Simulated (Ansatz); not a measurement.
**Phases of Sr at 33 GPa**

Structure types of Sr are relaxed in primitive cells with their symmetry kept at 33 GPa, on PAW files; LAPW relaxes the small cells further and takes the PAW cell for the others (marked *). The enthalpy is E + pV at zero temperature, without zero-point motion. Only the types listed were tried, and differences under about 5 meV/atom are mesh noise. The real phase may be another.

Level of theory: DFT with PBE, scalar-relativistic, in Ansatz 0.2.0; Fermi–Dirac smearing of 0.05 eV, no spin polarisation. LAPW: all electrons, basis error target 0.5 meV/atom; PAW: frozen-core files, cutoff 420 eV.

k meshes: fcc 15×15×15, bcc 15×15×15, hcp 14×14×8, beta tin 14×14×14, omega 7×7×10, dhcp 11×11×3.

| start type | ends as | a, b, c (Å) | V (Å³/atom) | H − H(lowest), LAPW (meV/atom) |
| --- | --- | --- | --- | --- |
| fcc | fcc, Fm-3m | 4.542, 4.542, 4.542 | 23.42 | 43.3 |
| bcc | bcc, Im-3m | 3.630, 3.630, 3.630 | 23.92 | 27.5 |
| hcp | hcp, P6_3/mmc | 3.269, 3.269, 4.968 | 22.99 | 0.0 |
| beta tin | beta tin, I4_1/amd | 5.552, 5.552, 3.010 | 23.20 | ? |
| omega | omega, P6/mmm | 5.174, 5.174, 3.037 | 23.47 | 86.9 |
| dhcp* | dhcp, P6_3/mmc | 3.219, 3.219, 10.413 | 23.37 | ? |

Q: Give the missing entry: row "dhcp*", column "H − H(lowest), LAPW (meV/atom)".

A: 38.4.

Q: Give the missing entry: row "beta tin", column "H − H(lowest), LAPW (meV/atom)".

A: 25.7.

Q: Split the lead of hcp over beta tin into energy and pV.

A: For beta tin less hcp: ΔE = -16.4 meV/atom, and p·ΔV = 33 GPa × +0.2046 Å³ × 6.242 meV/(GPa·Å³) = +42.1 meV/atom, together 25.7 meV/atom. hcp wins by its smaller volume, against the internal energy.
